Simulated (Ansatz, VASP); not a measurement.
**GaSb: VASP beside Ansatz**

Contents of POSCAR:

```
GaSb
1.0
    0.0000000000      3.0176570942      3.0176570942
    3.0176570942      0.0000000000      3.0176570942
    3.0176570942      3.0176570942      0.0000000000
Sb Ga
1 1
Direct
    0.7500000000      0.7500000000      0.7500000000
    0.0000000000      0.0000000000      0.0000000000
```

The input INCAR.step1:

```
PREC = Accurate
ENCUT = 520
EDIFF = 1E-5
ISMEAR = -1
SIGMA = 0.05
LREAL = False
LASPH = True
NELM = 100
ALGO = Normal
ISIF = 2
LWAVE = True
GGA = PE
NBANDS = 16
```

Contents of INCAR.step2:

```
PREC = Accurate
ENCUT = 520
EDIFF = 1E-6
ISMEAR = -1
SIGMA = 0.05
LREAL = False
LASPH = True
NELM = 100
ALGO = Normal
ISIF = 2
LWAVE = False
LCHARG = True
METAGGA = R2SCAN
LHFCALC = True
AEXX = 0.5
LMIXTAU = True
PRECFOCK = Normal
HFRCUT = -1
LELF = True
LVHAR = True
ISTART = 1
NBANDS = 16
```

File KPOINTS:

```
regular mesh
0
Gamma
  4 4 4
```

Contents of input.yaml:

```yaml
crystal:
  lattice:
    - [0.0, 3.0176570942, 3.0176570942]
    - [3.0176570942, 0.0, 3.0176570942]
    - [3.0176570942, 3.0176570942, 0.0]
  atoms:
    - { symbol: Sb, position: [0.75, 0.75, 0.75] }
    - { symbol: Ga, position: [0.0, 0.0, 0.0] }
hamiltonian:
  xc: r2scan50
  pseudopotentials: { kind: paw }
kpoints:
  mp_grid: { grid: [4, 4, 4] }
scf:
  occupations: { method: fermi_dirac, width: 0.05 }
output:
  forces: true
  stress: true
  eigenvalues: true
  write_density: true
  write_potential: true
  elf: true
  volumetric_format: npy
```

Alike in both runs: task single point; functional r2SCAN50; k mesh 4 × 4 × 4; occupations fermi-dirac, width 0.05 eV; no spin polarisation.

|  | VASP | Ansatz |
| --- | --- | --- |
| version | VASP 6.6.1 | Ansatz 0.2.0 |
| potentials or method | VASP PAW PBE potentials, release 64 (Sb, Ga_d) | Ansatz PAW |
| plane-wave cutoff (eV) | 520 | 500 |
| valence electrons in the cell | 18 | 28 |

|  | VASP | Ansatz | Ansatz less VASP |
| --- | --- | --- | --- |
| gap on the k mesh at the Fermi level (eV) | 3.52 | 3.22 | -0.295 |
| least direct gap on the mesh (eV) | 3.80 | 3.48 | -0.321 |
| pressure (GPa) | -1.4 | 1.2 | +2.62 |

One of these differences is far larger than is usual between the two programs; its cause wasn't traced. The two sets of potentials don't hold the same shells in valence.

Caveats: the k mesh is coarse (spacing up to 0.45 Å⁻¹), so the values aren't converged, least of all with exact exchange; spin-orbit coupling is left out, which moves the levels of the heavy elements; the PAW data sets were made with another functional, which shifts forces and pressure a little (VASP); the PAW data sets come from PBE, with cores solved anew for the run's functional, which leaves a small shift of forces and pressure (Ansatz); the thresholds are loose for stress (Ansatz). A k mesh can miss the band edges.
